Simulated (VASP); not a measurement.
Output of a VASP run:

### OUTCAR
```
 ion  position               nearest neighbor table
   1  0.000  0.000  0.000-
   2  0.500  0.500  0.500-
  LATTYP: Found a body centered orthorhombic cell.
 ALAT       =     4.2448245867
 B/A-ratio  =     1.0050125313
 C/A-ratio  =     1.4177579573
 Subroutine PRICEL returns:
 Original cell was already a primitive cell.
 Subroutine GETGRP returns: Found  8 space group operations
The static configuration has the point symmetry D_2h.
The dynamic configuration has the point symmetry D_2h.
 Subroutine INISYM returns: Found  8 space group operations
 Subroutine IBZKPT returns following result:
 Found     95 irreducible k-points:

 Following reciprocal coordinates:
            Coordinates               Weight
  0.000000  0.000000  0.000000      1.000000
  0.125000  0.000000  0.000000      4.000000
  0.250000  0.000000  0.000000      4.000000
  0.375000  0.000000  0.000000      4.000000
  0.500000  0.000000  0.000000      2.000000
 -0.000000  0.125000 -0.000000      4.000000
  0.125000  0.125000 -0.000000      4.000000
  0.250000  0.125000  0.000000      8.000000
  0.375000  0.125000  0.000000      8.000000
  0.500000  0.125000  0.000000      8.000000
 -0.375000  0.125000 -0.000000      8.000000
 -0.250000  0.125000 -0.000000      8.000000
 -0.125000  0.125000 -0.000000      8.000000
 -0.000000  0.250000 -0.000000      4.000000
  0.125000  0.250000 -0.000000      8.000000
  0.250000  0.250000 -0.000000      4.000000
  0.375000  0.250000  0.000000      8.000000
  0.500000  0.250000  0.000000      8.000000
 -0.375000  0.250000 -0.000000      8.000000
 -0.250000  0.250000 -0.000000      8.000000
 -0.125000  0.250000 -0.000000      8.000000
  0.000000  0.375000 -0.000000      4.000000
  0.125000  0.375000  0.000000      8.000000
  0.250000  0.375000 -0.000000      8.000000
  0.375000  0.375000  0.000000      4.000000
  0.500000  0.375000  0.000000      8.000000
 -0.375000  0.375000 -0.000000      8.000000
 -0.250000  0.375000 -0.000000      8.000000
 -0.125000  0.375000 -0.000000      8.000000
 -0.000000  0.500000 -0.000000      2.000000
  0.125000  0.500000 -0.000000      8.000000
  0.250000  0.500000 -0.000000      8.000000
  0.375000  0.500000 -0.000000      8.000000
  0.500000  0.500000 -0.000000      2.000000
  0.125000  0.000000  0.125000      2.000000
  0.250000  0.000000  0.125000      4.000000
  0.375000  0.000000  0.125000      4.000000
  0.500000  0.000000  0.125000      4.000000
 -0.375000  0.000000  0.125000      4.000000
 -0.250000  0.000000  0.125000      4.000000
   k-points           NKPTS =     95   k-points in BZ     NKDIM =     95   number of bands    NBANDS=     11
   number of dos      NEDOS =    301   number of ions     NIONS =      2
   total plane-waves  NPLWV =  27000
   dimension x,y,z NGX =    30 NGY =   30 NGZ =   30
   dimension x,y,z NGXF=    60 NGYF=   60 NGZF=   60
   ions per type =               1   1
   PREC   = accura    normal or accurate (medium, high low for compatibility)
   ISTART =      0    job   : 0-new  1-cont  2-samecut
   ICHARG =      2    charge: 1-file 2-atom 10-const
   ISPIN  =      1    spin polarized calculation?
   LNONCOLLINEAR =      F non collinear calculations
   LSORBIT =      F    spin-orbit coupling
   INIWAV =      1    electr: 0-lowe 1-rand  2-diag
   ENCUT  =  480.0 eV  35.28 Ry    5.94 a.u.   7.60  7.58  7.60*2*pi/ulx,y,z
   NELM   =    100;   NELMIN=  2; NELMDL= -5     # of ELM steps
   EDIFF  = 0.1E-06   stopping-criterion for ELM
   LREAL  =      F    real-space projection
   NLSPLINE    = F    spline interpolate recip. space projectors
   LMAXMIX     =    4 max onsite mixed and CHGCAR
   VOSKOWN=      0    Vosko Wilk Nusair interpolation
   EDIFFG = 0.1E-05   stopping-criterion for IOM
   NSW    =      0    number of steps for IOM
...
```

OSZICAR:
```
       N       E                     dE             d eps       ncg     rms          rms(c)
DAV:   1     0.869008241301E+02    0.86901E+02   -0.69697E+03  2090   0.115E+03
DAV:   2     0.139384976678E+01   -0.85507E+02   -0.79379E+02  2328   0.249E+02
DAV:   3    -0.608747746228E+01   -0.74813E+01   -0.74383E+01  2521   0.759E+01
DAV:   4    -0.624470893213E+01   -0.15723E+00   -0.15709E+00  2314   0.121E+01
DAV:   5    -0.624707178726E+01   -0.23629E-02   -0.23627E-02  2528   0.147E+00    0.166E+00
DAV:   6    -0.612742461626E+01    0.11965E+00   -0.19656E-01  2384   0.288E+00    0.101E+00
DAV:   7    -0.611588475811E+01    0.11540E-01   -0.89278E-02  2399   0.190E+00    0.563E-01
DAV:   8    -0.611984775462E+01   -0.39630E-02   -0.66574E-03  2177   0.822E-01    0.112E-01
DAV:   9    -0.611982336226E+01    0.24392E-04   -0.10854E-04  2492   0.109E-01    0.595E-02
DAV:  10    -0.611988509658E+01   -0.61734E-04   -0.11542E-04  2198   0.103E-01    0.126E-02
DAV:  11    -0.611988491787E+01    0.17871E-06   -0.75313E-06  2375   0.303E-02    0.177E-03
DAV:  12    -0.611988530661E+01   -0.38874E-06   -0.48982E-07  2318   0.756E-03    0.629E-04
DAV:  13    -0.611988536986E+01   -0.63248E-07   -0.10215E-07  2252   0.252E-03
   1 F= -.61198854E+01 E0= -.61198854E+01  d E =-.136214E-11
```

File OUTCAR:
```
------------------------ aborting loop because EDIFF is reached ----------------------------------------
  FORCE on cell =-STRESS in cart. coord.  units (eV):
  Direction    XX          YY          ZZ          XY          YZ          ZX
  --------------------------------------------------------------------------------------
  Total        0.0467283      0.0465934      0.0467283      0.0000000      0.0000000      0.0165224
  in kB        1.3739400      1.3699735      1.3739400      0.0000000      0.0000000      0.4858052
  external PRESSURE =       1.3726179 kB  Pullay stress =       0.0000000 kB
  volume of cell :       54.49
      direct lattice vectors                 reciprocal lattice vectors
    -0.007522667  3.009066918  3.009066918    -0.165750092  0.166164467  0.165750092
     3.001544250  0.000000000  3.001544250     0.166580919 -0.166164467  0.166580919
     3.009066918  3.009066918 -0.007522667     0.165750092  0.166164467 -0.165750092
 POSITION                                       TOTAL-FORCE (eV/Angst)
 -----------------------------------------------------------------------------------
      0.00000      0.00000      0.00000        -0.000000      0.000000      0.000000
      3.00154      3.00907      3.00154         0.000000      0.000000     -0.000000
 -----------------------------------------------------------------------------------
    total drift:                               -0.000000     -0.000000      0.000000
  FREE ENERGIE OF THE ION-ELECTRON SYSTEM (eV)
  ---------------------------------------------------
  free  energy   TOTEN  =        -6.1198853699 eV

  energy  without entropy=       -6.1198853699  energy(sigma->0) =       -6.11988537
```
(Selected blocks of OUTCAR.)

**POSCAR**
```
NaBr
1
   -0.0075226673     3.0090669175     3.0090669175
    3.0015442502     0.0000000000     3.0015442502
    3.0090669175     3.0090669175    -0.0075226673
Na Br
1 1
Direct
  0.0000000000   0.0000000000   0.0000000000
  0.5000000000   0.5000000000   0.5000000000
```

Q: Write an INCAR and KPOINTS that could have produced this output.

A: Several could match; the one computed here: the input of the run itself, PBE GGA, plane waves, VASP's PBE PAW potentials (set 64).

### KPOINTS
```
Automatic mesh
0
Gamma
8 8 8
0 0 0
```

**INCAR**
```
# general
SYSTEM  = NaBr
PREC    = Accurate
ENCUT   = 480
LREAL   = .FALSE.
LASPH   = .TRUE.

# electronic loop
EDIFF   = 1E-7
NELM    = 100
ALGO    = Normal
LMAXMIX = 4

# smearing
ISMEAR  = 0
SIGMA   = 0.05

# functional
GGA     = PE

# ions
ISIF    = 2

# output
LWAVE   = .FALSE.
LCHARG  = .FALSE.
```

POTCAR, in this order: Na_pv Br (PBE.64 set). Program: vasp_std.

The compound is NaBr in the rock salt structure. This cell was strained or had an atom moved on purpose.
